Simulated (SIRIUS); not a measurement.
Here is a SIRIUS 7.12.0 calculation.

Contents of sirius.json:

```json
{
  "control": {
    "processing_unit": "cpu",
    "std_evp_solver_name": "lapack",
    "gen_evp_solver_name": "lapack",
    "verbosity": 2,
    "print_forces": true,
    "ortho_rf": true,
    "use_second_variation": true,
    "rmt_max": 3.0,
    "num_bands_to_print": 23,
    "save_wf": true
  },
  "parameters": {
    "electronic_structure_method": "full_potential_lapwlo",
    "xc_functionals": ["XC_GGA_X_PBE", "XC_GGA_C_PBE"],
    "core_relativity": "none",
    "valence_relativity": "none",
    "num_fv_states": 23,
    "smearing": "fermi_dirac",
    "smearing_width": 0.0018374661,
    "pw_cutoff": 20,
    "gk_cutoff": 3.67,
    "lmax_apw": 10,
    "lmax_rho": 8,
    "lmax_pot": 8,
    "num_mag_dims": 0,
    "auto_rmt": 0,
    "ngridk": [10, 10, 6],
    "shiftk": [0, 0, 0],
    "num_dft_iter": 80,
    "energy_tol": 1e-07,
    "density_tol": 1e-05,
    "use_symmetry": true
  },
  "settings": {"tol_ne": 1e-10},
  "iterative_solver": {"type": "exact"},
  "mixer": {"type": "anderson", "beta": 0.5, "max_history": 8},
  "unit_cell": {
    "lattice_vectors": [[5.5746920676, 0.0, 0.0], [-2.7873460338, 4.8278249489, 0.0], [0.0, 0.0, 8.8439182632]],
    "atom_types": ["Ti"],
    "atom_files": {"Ti": "Ti.json"},
    "atoms": {"Ti": [[0.6666666667, 0.3333333333, 0.75], [0.3333333333, 0.6666666667, 0.25]]}
  }
}
```

Ti.json

```json
{
  "name": "titanium",
  "symbol": "Ti",
  "number": 22,
  "mass": 47.867,
  "rmin": 1e-06,
  "rmt": 2.4,
  "nrmt": 800,
  "rinf": 17.51,
  "core": "1s2s2p",
  "valence": [
    {"basis": [{"enu": 0.07, "dme": 0, "n": 0, "auto": 0}, {"enu": 0.07, "dme": 1, "n": 0, "auto": 0}]},
    {"l": 0, "n": 1, "basis": [{"enu": 0.17, "dme": 0, "n": 0, "auto": 0}]},
    {"l": 1, "n": 2, "basis": [{"enu": 0.17, "dme": 0, "n": 0, "auto": 0}]},
    {"l": 2, "n": 3, "basis": [{"enu": 0.17, "dme": 0, "n": 0, "auto": 0}]},
    {"l": 3, "n": 4, "basis": [{"enu": 0.17, "dme": 0, "n": 0, "auto": 0}]}
  ],
  "lo": [
    {"l": 0, "basis": [{"enu": 0.17, "dme": 0, "n": 0, "auto": 0}, {"enu": 0.17, "dme": 1, "n": 0, "auto": 0}]},
    {
      "l": 0,
      "basis": [{"enu": -1.9503, "dme": 0, "n": 3, "auto": 1}, {"enu": -1.9503, "dme": 1, "n": 3, "auto": 1}]
    },
    {
      "l": 0,
      "basis": [{"enu": -1.9503, "dme": 1, "n": 3, "auto": 1}, {"enu": 0.17, "dme": 0, "n": 0, "auto": 0}]
    },
    {"l": 0, "basis": [{"enu": 0.17, "dme": 0, "n": 0, "auto": 0}, {"enu": 2.9478, "dme": 0, "n": 0, "auto": 0}]},
    {"l": 1, "basis": [{"enu": 0.17, "dme": 0, "n": 0, "auto": 0}, {"enu": 0.17, "dme": 1, "n": 0, "auto": 0}]},
    {
      "l": 1,
      "basis": [{"enu": -1.0903, "dme": 0, "n": 3, "auto": 1}, {"enu": -1.0903, "dme": 1, "n": 3, "auto": 1}]
    },
    {
      "l": 1,
      "basis": [{"enu": -1.0903, "dme": 1, "n": 3, "auto": 1}, {"enu": 0.17, "dme": 0, "n": 0, "auto": 0}]
    },
    {"l": 1, "basis": [{"enu": 0.17, "dme": 0, "n": 0, "auto": 0}, {"enu": 3.3644, "dme": 0, "n": 0, "auto": 0}]},
    {"l": 2, "basis": [{"enu": 0.17, "dme": 0, "n": 0, "auto": 0}, {"enu": 0.17, "dme": 1, "n": 0, "auto": 0}]},
    {"l": 2, "basis": [{"enu": 0.17, "dme": 1, "n": 0, "auto": 0}, {"enu": 0.17, "dme": 2, "n": 0, "auto": 0}]},
    {"l": 2, "basis": [{"enu": 0.17, "dme": 0, "n": 0, "auto": 0}, {"enu": 2.8783, "dme": 0, "n": 0, "auto": 0}]},
    {"l": 3, "basis": [{"enu": 0.17, "dme": 0, "n": 0, "auto": 0}, {"enu": 0.17, "dme": 1, "n": 0, "auto": 0}]},
    {"l": 3, "basis": [{"enu": 0.17, "dme": 0, "n": 0, "auto": 0}, {"enu": 3.1908, "dme": 0, "n": 0, "auto": 0}]}
  ],
  "free_atom": [... radial grid and density of the free atom, the start of the SCF ...]
}
```

File sirius_start.json:

```json
{
  "control": {
    "processing_unit": "cpu",
    "std_evp_solver_name": "lapack",
    "gen_evp_solver_name": "lapack",
    "verbosity": 1,
    "print_forces": false,
    "ortho_rf": true,
    "use_second_variation": true,
    "rmt_max": 3.0,
    "num_bands_to_print": 23,
    "save_wf": false
  },
  "parameters": {
    "electronic_structure_method": "full_potential_lapwlo",
    "xc_functionals": ["XC_LDA_X", "XC_LDA_C_PW"],
    "core_relativity": "none",
    "valence_relativity": "none",
    "num_fv_states": 23,
    "smearing": "fermi_dirac",
    "smearing_width": 0.0055123983,
    "pw_cutoff": 20,
    "gk_cutoff": 2.93,
    "lmax_apw": 10,
    "lmax_rho": 8,
    "lmax_pot": 8,
    "num_mag_dims": 0,
    "auto_rmt": 0,
    "ngridk": [4, 4, 2],
    "shiftk": [0, 0, 0],
    "num_dft_iter": 30,
    "energy_tol": 0.01,
    "density_tol": 0.05,
    "use_symmetry": true
  },
  "settings": {"tol_ne": 1e-10},
  "iterative_solver": {"type": "exact"},
  "mixer": {"type": "anderson", "beta": 0.5, "max_history": 8},
  "unit_cell": {
    "lattice_vectors": [[5.5746920676, 0.0, 0.0], [-2.7873460338, 4.8278249489, 0.0], [0.0, 0.0, 8.8439182632]],
    "atom_types": ["Ti"],
    "atom_files": {"Ti": "Ti.json"},
    "atoms": {"Ti": [[0.6666666667, 0.3333333333, 0.75], [0.3333333333, 0.6666666667, 0.25]]}
  }
}
```

Contents of sirius_bands.json:

```json
{
  "control": {
    "processing_unit": "cpu",
    "std_evp_solver_name": "lapack",
    "gen_evp_solver_name": "lapack",
    "verbosity": 2,
    "print_forces": true,
    "ortho_rf": true,
    "use_second_variation": true,
    "rmt_max": 3.0,
    "num_bands_to_print": 23,
    "save_wf": true
  },
  "parameters": {
    "electronic_structure_method": "full_potential_lapwlo",
    "xc_functionals": ["XC_GGA_X_PBE", "XC_GGA_C_PBE"],
    "core_relativity": "none",
    "valence_relativity": "none",
    "num_fv_states": 23,
    "smearing": "fermi_dirac",
    "smearing_width": 0.0018374661,
    "pw_cutoff": 20,
    "gk_cutoff": 3.67,
    "lmax_apw": 10,
    "lmax_rho": 8,
    "lmax_pot": 8,
    "num_mag_dims": 0,
    "auto_rmt": 0,
    "ngridk": [10, 10, 6],
    "shiftk": [0, 0, 0],
    "num_dft_iter": 80,
    "energy_tol": 1e-07,
    "density_tol": 1e-05,
    "use_symmetry": true
  },
  "settings": {"tol_ne": 1e-10},
  "iterative_solver": {"type": "exact"},
  "mixer": {"type": "anderson", "beta": 0.5, "max_history": 8},
  "unit_cell": {
    "lattice_vectors": [[5.5746920676, 0.0, 0.0], [-2.7873460338, 4.8278249489, 0.0], [0.0, 0.0, 8.8439182632]],
    "atom_types": ["Ti"],
    "atom_files": {"Ti": "Ti.json"},
    "atoms": {"Ti": [[0.6666666667, 0.3333333333, 0.75], [0.3333333333, 0.6666666667, 0.25]]}
  },
  "kpoints_rel": {
    "G": [0.0, 0.0, 0.0],
    "A": [0.0, 0.0, 0.5],
    "H": [0.3333333333, 0.3333333333, 0.5],
    "K": [0.3333333333, 0.3333333333, 0.0],
    "L": [0.5, 0.0, 0.5],
    "M": [0.5, 0.0, 0.0]
  },
  "kpoints_path": ["G", "M", "K", "G", "A", "L", "H", "A"]
}
```

Potentials or basis: all-electron FP-LAPW (no relativity for the valence, core without relativity), apw+lo standard.

Run with:

```sh
$ OMP_NUM_THREADS=1 sirius.scf --input=sirius_start.json --output=start.json
$ OMP_NUM_THREADS=1 sirius.scf --input=sirius.json --output=output.json --task=1
$ OMP_NUM_THREADS=1 sirius.scf --input=sirius_bands.json --output=bands_out.json --task=2
```

(1) Predict the band gap along the path.

Results:

(1) none (metal or under the smearing width).

Caveat: relativity is left out for the core states.
